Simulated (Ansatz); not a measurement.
# SiC: rigid cleavage

Level of theory: DFT LDA, scalar-relativistic, plane waves, PAW (Ansatz 0.2.0). Settings: plane waves to 420 eV, k-mesh 10×10×3 (Γ-centred), Gaussian smearing 0.05 eV. No spin polarisation. Energies are free energies at this smearing, counted from the undisturbed cell; pressure is positive in compression.

The starting cell (as given, not relaxed at this level; it stands at -4.0 GPa):

```
CELL_PARAMETERS angstrom
-3.07600 0.00000 0.00000
-1.53800 -2.66389 0.00000
0.00000 0.00000 10.09600
ATOMIC_POSITIONS crystal
Si 0.33333 0.33333 0.65375
Si 0.33333 0.33333 0.15375
Si 0.66667 0.66667 0.90375
Si 0.66667 0.66667 0.40375
C 0.33333 0.33333 0.84625
C 0.33333 0.33333 0.34625
C 0.66667 0.66667 0.09625
C 0.66667 0.66667 0.59625
```

The cut lies on the cell's a–b face, a (0 0 1) plane (indices in the standard cell, whose axes needn't be the Cartesian ones shown) of area 8.19 Å², between layers 1.94 Å apart. Vector c is lengthened by d along the normal with the atoms' Cartesian places fixed: one unrelaxed cut a cell.

```tsv
d (Å)	energy (J/m²)	traction dE/dd (GPa)	gap on the mesh (eV)
-0.30	1.55	-146.0	2.22
-0.15	0.21	-43.5	2.34
0.00	0.00	10.1	2.37
0.25	?	45.9	?
0.50	2.06	52.8	2.15
0.75	3.35	49.4	1.54
1.00	?	42.8	?
1.50	6.29	28.7	0.32
2.00	?	?	0.00
3.00	8.31	3.4	0.00
4.50	8.49	0.3	0.00
6.00	8.52	0.1	0.00
```

Where the gap reads zero the k-mesh, chosen for the insulator, is on the coarse side.

Q: Give the withheld values.

A: energy (J/m²) at d (Å) = 0.25: 0.79; gap on the mesh (eV) at d (Å) = 0.25: 2.45; energy (J/m²) at d (Å) = 1.00: 4.51; gap on the mesh (eV) at d (Å) = 1.00: 1.01; energy (J/m²) at d (Å) = 2.00: 7.42; traction dE/dd (GPa) at d (Å) = 2.00: 16.9.